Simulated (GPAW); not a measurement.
**B/Ag(100): simulated STM images**

What would a tunnelling microscope show on B/Ag(100)?

Method: GPAW, PAW setups; slab in vacuum, relaxation, in the first sound run; inputs show where later runs differ, in GPAW 26.7.0.

Report form: the programs' logs are mostly left out.

### 1. The starting structure

The cell holds 5 atoms: 4 Ag and 1 B. Its edges and angles: a = 2.892 Å, b = 2.892 Å, c = 25.166 Å, α = 90.0°, β = 90.0°, γ = 90.0°. Vacuum lies along c.

### 2. Relaxation

The atoms are relaxed first, since the surface dipole, and with it the work function, follows the positions of the outer layers. The lowest 2 atoms are held at bulk positions and keep their forces.

run.py

```python
import json
import numpy as np
from ase import Atoms
from ase.constraints import FixAtoms
from ase.optimize import BFGS
from gpaw import GPAW, PW

slab = Atoms(
    ['Ag', 'Ag', 'Ag', 'Ag', 'B'],
    positions=[
        [1.44603, 1.44603, 9.00000],
        [0.00000, 0.00000, 11.04500],
        [1.44603, 1.44603, 13.09000],
        [0.00000, 0.00000, 15.13500],
        [1.44603, 1.44603, 16.16557]],
    cell=[[2.89207, 0.0, 0.0], [0.0, 2.89207, 0.0], [0.0, 0.0, 25.16557]],
    pbc=[True, True, False])

slab.calc = GPAW(mode=PW(500), xc='PBE', kpts={'size': (11, 11, 1), 'gamma': True},
                 occupations={'name': 'fermi-dirac', 'width': 0.1}, nbands='200%',
                 convergence={'density': 1e-05}, maxiter=200,
                 poissonsolver={'dipolelayer': 'xy'},
                 symmetry={'tolerance': 1e-3, 'extra_ids': [1, 1, 0, 0, 0]}, txt='slab.txt')
result = {}
slab.set_constraint(FixAtoms([0, 1]))
path = []
opt = BFGS(slab, maxstep=0.2)
opt.attach(lambda: path.append((slab.get_potential_energy(), slab.positions.tolist(), slab.get_forces().tolist())))
result['relaxed'] = bool(opt.run(fmax=0.03, steps=40))
result['path'] = path
energy = slab.get_potential_energy()
fermi = slab.calc.get_fermi_level()
v = slab.calc.get_electrostatic_potential().mean((0, 1)) - fermi
n = slab.calc.get_pseudo_density().mean((0, 1))
L = slab.cell[2, 2]
z = np.arange(len(v)) * L / len(v)
low, high = slab.positions[:, 2].min(), slab.positions[:, 2].max()
below, above = np.interp([low - 6.8, high + 6.8], z, v)
slopes = [np.interp(x, z, np.gradient(v, z)) for x in (low - 6.8, high + 6.8)]
eps = np.array([[slab.calc.get_eigenvalues(k, s) for k in range(len(slab.calc.get_ibz_k_points()))]
                for s in range(slab.calc.get_number_of_spins())]) - fermi
top, bottom = eps[eps < 0].max(), eps[eps > 0].min()
dipole = slab.get_dipole_moment()[2]
print(f'energy {energy:.4f} eV, Fermi level {fermi:.4f} eV, dipole {dipole:.5f} e A')
print(f'potential 6.8 A off the faces, from the Fermi level: lower {below:.4f} eV, upper {above:.4f} eV')
print(f'slope of the potential there: lower {slopes[0]:.5f}, upper {slopes[1]:.5f} eV/A')
print(f'nearest levels on the mesh: {top:.4f} and {bottom:.4f} eV')
print('magnetic moment', round(slab.get_magnetic_moment(), 3))
result.update(energy=energy, fermi=fermi, dipole=dipole, below=below, above=above, slopes=slopes, edges=[top, bottom],
              z=z.tolist(), v=v.tolist(), n=n.tolist(), positions=slab.positions.tolist(),
              forces=slab.get_forces(apply_constraint=False).tolist(), moments=slab.get_magnetic_moments().tolist())
json.dump(result, open('result.json', 'w'))
```

The run is started by

```
$ OMP_NUM_THREADS=1 OPENBLAS_NUM_THREADS=1 python run.py
```

Elapsed: 21 min, on 1 thread of Arm Neoverse V2, shared host; peak memory 0.34 GiB.

Step by step:

```
step  energy less that of the first step (eV)  largest force (eV/Å)
   1                                   0.0000                1.0260
   2                                  -0.0198                0.9653
   3                                  -0.2009                0.4200
   4                                  -0.2310                0.5357
   5                                  -0.2363                0.5089
   6                                  -0.2597                0.2670
   7                                  -0.2679                0.0972
   8                                  -0.2698                0.0225
```

The atoms that moved most (Å):

| atom | dx | dy | dz | length |
| --- | --- | --- | --- | --- |
| Ag4 | 0.000 | 0.000 | 0.349 | 0.349 |
| B5 | 0.000 | 0.000 | -0.255 | 0.255 |
| Ag3 | 0.000 | 0.000 | 0.088 | 0.088 |

Final coordinates:

```
Ag B
1.0
     2.89207    0.00000    0.00000
     0.00000    2.89207    0.00000
     0.00000    0.00000   25.16557
Ag B
4 1
Direct
  0.50000 0.50000 0.35763
  0.00000 0.00000 0.43889
  0.50000 0.50000 0.52364
  0.00000 0.00000 0.61530
  0.50000 0.50000 0.63222
```

Numbers from this step:

```
dipole along the normal                    : -0.01347 e·Å
levels nearest the Fermi level on the mesh : -0.02135, 0.06479 eV from the Fermi level
upper work function                        : 4.427 eV
lower work function                        : 4.132 eV
```

The electrostatic potential energy of an electron (without an applied field's), less the Fermi level, planar mean oscillates, so the rows of the table below give means over windows of 1 Å about each position, cut where the curve ends. Its maxima inside the range that stand out by 2 % of the span (Å: eV): 10.0: -0.825, 12.1: -0.173, 14.3: 0.154. Its minima: 9.0: -17.2, 11.0: -17.4, 13.1: -17.5, 15.7: -25.7.

The electrostatic potential energy of an electron (without an applied field's), less the Fermi level, planar mean by z; means over each step:

```
z (Å)  electrostatic potential energy of an electron (without an applied field's), less the Fermi level, planar mean (eV)
    0                                                                                                                4.19
    1                                                                                                                4.13
    2                                                                                                                4.13
    3                                                                                                                4.13
    4                                                                                                                4.13
    5                                                                                                                4.13
    6                                                                                                                4.11
    7                                                                                                                3.85
    8                                                                                                               0.108
    9                                                                                                               -13.4
   10                                                                                                               -2.90
   11                                                                                                               -13.5
   12                                                                                                               -2.38
   13                                                                                                               -12.8
   14                                                                                                               -3.29
   15                                                                                                               -11.2
   16                                                                                                               -16.9
   17                                                                                                                2.03
   18                                                                                                                4.28
   19                                                                                                                4.42
   20                                                                                                                4.43
   21                                                                                                                4.43
   22                                                                                                                4.43
   23                                                                                                                4.43
   24                                                                                                                4.43
   25                                                                                                                4.40
```

The pseudo valence density, planar mean oscillates, so the rows of the table below give means over windows of 2.24 Å about each position, cut where the curve ends. Its maxima inside the range that stand out by 2 % of the span (Å: e/Å³): 8.9: 2.21, 11.0: 2.21, 13.2: 2.20, 15.5: 2.39. Its minima: 10.1: 0.268, 12.1: 0.234, 14.4: 0.191.

The pseudo valence density, planar mean by z; means over each step:

z (Å), pseudo valence density, planar mean (e/Å³) and a bar:
```
     3.36       0.00 
     5.60       0.00 
     7.84       0.41 ###########
    10.08       1.09 ##############################
    12.32       0.99 ###########################
    14.56       0.91 #########################
    16.80       0.38 ###########
    19.04       0.00 
    21.28       0.00
```

The relaxation lowered the energy of the cell by 0.270 eV (energies extrapolated to zero smearing; the optimiser's log prints free energies). The largest force left on a free atom is 0.022 eV/Å.

### 3. Plane waves, PBE

With the geometry fixed, the planar mean of the potential gives the vacuum level on each side.

This step: GPAW, PAW setups; slab in vacuum (GPAW 26.7.0).

run.py: that of step 2 with these lines changed.

```diff
@@ -3,4 +3,3 @@
 from ase import Atoms
-from ase.constraints import FixAtoms
-from ase.optimize import BFGS
+from ase.dft.stm import STM
 from gpaw import GPAW, PW
@@ -12,5 +11,5 @@
         [0.00000, 0.00000, 11.04500],
-        [1.44603, 1.44603, 13.09000],
-        [0.00000, 0.00000, 15.13500],
-        [1.44603, 1.44603, 16.16557]],
+        [1.44603, 1.44603, 13.17780],
+        [-0.00000, -0.00000, 15.48439],
+        [1.44603, 1.44603, 15.91028]],
     cell=[[2.89207, 0.0, 0.0], [0.0, 2.89207, 0.0], [0.0, 0.0, 25.16557]],
@@ -22,10 +21,4 @@
                  poissonsolver={'dipolelayer': 'xy'},
-                 symmetry={'tolerance': 1e-3, 'extra_ids': [1, 1, 0, 0, 0]}, txt='slab.txt')
+                 symmetry={'tolerance': 1e-3}, txt='slab.txt')
 result = {}
-slab.set_constraint(FixAtoms([0, 1]))
-path = []
-opt = BFGS(slab, maxstep=0.2)
-opt.attach(lambda: path.append((slab.get_potential_energy(), slab.positions.tolist(), slab.get_forces().tolist())))
-result['relaxed'] = bool(opt.run(fmax=0.03, steps=40))
-result['path'] = path
 energy = slab.get_potential_energy()
@@ -51,2 +44,16 @@
               forces=slab.get_forces(apply_constraint=False).tolist(), moments=slab.get_magnetic_moments().tolist())
+
+# Images need the states of the whole zone, up to time reversal
+slab.calc = slab.calc.fixed_density(symmetry={'point_group': False}, txt='states.txt', nbands='290%',
+                                    convergence={'bands': 'CBM+1.8'})
+stm = STM(slab)
+result['stm'] = []
+for bias in [-2.0, -1.0, 1.5]:
+    height = high + 3.0
+    current = stm.get_averaged_current(bias, height)
+    x, y, h = stm.scan(bias, current)
+    i, f = divmod(height / L * stm.ldos.shape[2], 1)
+    I = abs((1 - f) * stm.ldos[:, :, int(i)] + f * stm.ldos[:, :, int(i) + 1])
+    print(f'bias {bias} V: mean current at 3.0 A {current:.4e}, corrugation {np.ptp(h):.4f} A')
+    result['stm'].append(dict(bias=bias, current=current, h=(h - high).tolist(), I=I.tolist()))
 json.dump(result, open('result.json', 'w'))
```

It took 13 min on 1 thread; peak memory 1 GiB.

This step gave:

```
dipole along the normal : -0.01361 e·Å
corrugation -2          : 0.01412 Å
corrugation -1          : 0.05879 Å
corrugation 1.5         : 0.7197 Å
```

The electrostatic potential energy of an electron (without an applied field's), less the Fermi level, planar mean oscillates, so the rows of the table below give means over windows of 1 Å about each position, cut where the curve ends. Its maxima inside the range that stand out by 2 % of the span (Å: eV): 10.0: -0.825, 12.1: -0.173, 14.3: 0.154. Its minima: 9.0: -17.2, 11.0: -17.4, 13.1: -17.5, 15.7: -25.7.

The electrostatic potential energy of an electron (without an applied field's), less the Fermi level, planar mean by z; means over each step:

(Unchanged from step 2.)

The pseudo valence density, planar mean oscillates, so the rows of the table below give means over windows of 2.24 Å about each position, cut where the curve ends. Its maxima inside the range that stand out by 2 % of the span (Å: e/Å³): 8.9: 2.21, 11.0: 2.21, 13.2: 2.20, 15.5: 2.39. Its minima: 10.1: 0.268, 12.1: 0.234, 14.4: 0.191.

Table of pseudo valence density, planar mean by z; means over each step:

z (Å), pseudo valence density, planar mean (e/Å³) and a bar:
```
     3.36       0.00 
     5.60       0.00 
     7.84       0.41 ###########
    10.08       1.09 ##############################
    12.32       0.99 ###########################
    14.56       0.91 #########################
    16.80       0.38 ###########
    19.04       0.00 
    21.28       0.00
```

Tip height over the top atom over a1 and a2. Sample bias -2 V, constant current at the mean current 3.0 Å over the top atom.

Values in Å, 15 rows by 15 columns:
```
3.006 3.006 3.003 3.001 2.999 2.997 2.995 2.994 2.994 2.995 2.997 2.999 3.001 3.003 3.006
3.004 3.003 3.003 3.002 3.000 2.998 2.997 2.996 2.996 2.997 2.998 3.000 3.002 3.003 3.003
3.001 3.001 3.002 3.002 3.001 3.000 2.999 2.999 2.999 2.999 3.000 3.001 3.002 3.002 3.001
2.998 2.999 3.000 3.001 3.001 3.000 3.001 3.001 3.001 3.001 3.000 3.001 3.001 3.000 2.999
2.996 2.997 2.998 3.000 3.000 3.001 3.002 3.003 3.003 3.002 3.001 3.000 3.000 2.998 2.997
2.994 2.995 2.997 2.999 3.001 3.002 3.003 3.004 3.004 3.003 3.002 3.001 2.999 2.997 2.995
2.994 2.994 2.996 2.999 3.001 3.003 3.004 3.005 3.005 3.004 3.003 3.001 2.999 2.996 2.994
2.994 2.994 2.996 2.999 3.001 3.003 3.004 3.005 3.005 3.004 3.003 3.001 2.999 2.996 2.994
2.994 2.995 2.997 2.999 3.001 3.002 3.003 3.004 3.004 3.003 3.002 3.001 2.999 2.997 2.995
2.996 2.997 2.998 3.000 3.000 3.001 3.002 3.003 3.003 3.002 3.001 3.000 3.000 2.998 2.997
2.998 2.999 3.000 3.001 3.001 3.000 3.001 3.001 3.001 3.001 3.000 3.001 3.001 3.000 2.999
3.001 3.001 3.002 3.002 3.001 3.000 2.999 2.999 2.999 2.999 3.000 3.001 3.002 3.002 3.001
3.004 3.003 3.003 3.002 3.000 2.998 2.997 2.996 2.996 2.997 2.998 3.000 3.002 3.003 3.003
3.006 3.006 3.003 3.001 2.999 2.997 2.995 2.994 2.994 2.995 2.997 2.999 3.001 3.003 3.006
3.008 3.006 3.004 3.001 2.998 2.996 2.994 2.994 2.994 2.994 2.996 2.998 3.001 3.004 3.006
```
Columns: a1 from 0 to 0.933; rows upwards: a2 from 0 to 0.933.

Local density of states summed over the bias window over a1 and a2. Sample bias -2 V, constant height 3.0 Å over the top atom.

Ten even steps from '0' (0.98 × 1e-4 arbitrary) to '9' (1.01 × 1e-4 arbitrary):
```
986532000023568
766543211234566
455554333345555
334554455445543
123445566554432
002345677654320
001356788765310
001356788765310
002345677654320
123445566554432
334554455445543
455554333345555
766543211234566
986532000023568
997431000013479
```
Columns: a1 from 0 to 0.933; rows upwards: a2 from 0 to 0.933.

Tip height over the top atom over a1 and a2. Sample bias -1 V, constant current at the mean current 3.0 Å over the top atom.

Ten even steps from '0' (2.977 Å) to '9' (3.036 Å):
```
000011222211000
000122333322100
001234455443210
112345666654321
112456788765421
123467899876432
223568999986532
223568999986532
123467899876432
112456788765421
112345666654321
001234455443210
000122333322100
000011222211000
000011122111000
```
Columns: a1 from 0 to 0.933; rows upwards: a2 from 0 to 0.933.

(Part 1 of 2 ends here.)

[Logs are printed without paths, hosts, clocks, repeated set-up lines and the standing remarks that a program may print on its own settings, such as how far it seeks lower states.]

[Hosts, paths, dates, database ids (printed as entryN), source tags and the programs' standing remarks are cut or masked in the printed files.]
